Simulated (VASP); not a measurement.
A run of VASP 6.6.1 is set up as follows.

INCAR

```
SYSTEM = BP
PREC = Accurate ; ENCUT = 800
EDIFF = 1E-8 ; ISMEAR = 0
SIGMA = 0.01 ; LREAL = .FALSE.
LASPH = .TRUE. ; NELM = 100
ALGO = Normal ; ISIF = 2
LWAVE = .FALSE. ; LCHARG = .FALSE.
LEPSILON = .TRUE.
```

File KPOINTS:

```
Automatic mesh
0
G
  12 12 12
  0 0 0
```

File POSCAR:

```
BP
1.0
    0.0000000000      2.2690000000      2.2690000000
    2.2690000000      0.0000000000      2.2690000000
    2.2690000000      2.2690000000      0.0000000000
P B
1 1
Direct
    0.7500000000      0.7500000000      0.7500000000
    0.0000000000      0.0000000000      0.0000000000
```

Potentials or basis: VASP PAW LDA potentials, release 64 (P, B).

Launch:

```sh
$ cat potpaw_LDA.64/P/POTCAR potpaw_LDA.64/B/POTCAR > POTCAR
$ mpirun -np 1 vasp_std > vasp.out
```

Estimate the electronic dielectric tensor (diagonal).

9.23.

What does it give for the Born charges (mean of the diagonal)?

P +0.52; B -0.52 e.

Predict the band gap on the k mesh.

1.18 eV, indirect (least direct gap 3.38 eV).

Born effective charge tensors (e):
atom 1, P
```
0.52 0.00 0.00
0.00 0.52 0.00
0.00 0.00 0.52
```
atom 2, B
```
-0.52  0.00  0.00
 0.00 -0.52  0.00
 0.00  0.00 -0.52
```

A k mesh can miss the band edges. As with any semilocal functional, this LDA gap is likely too small.
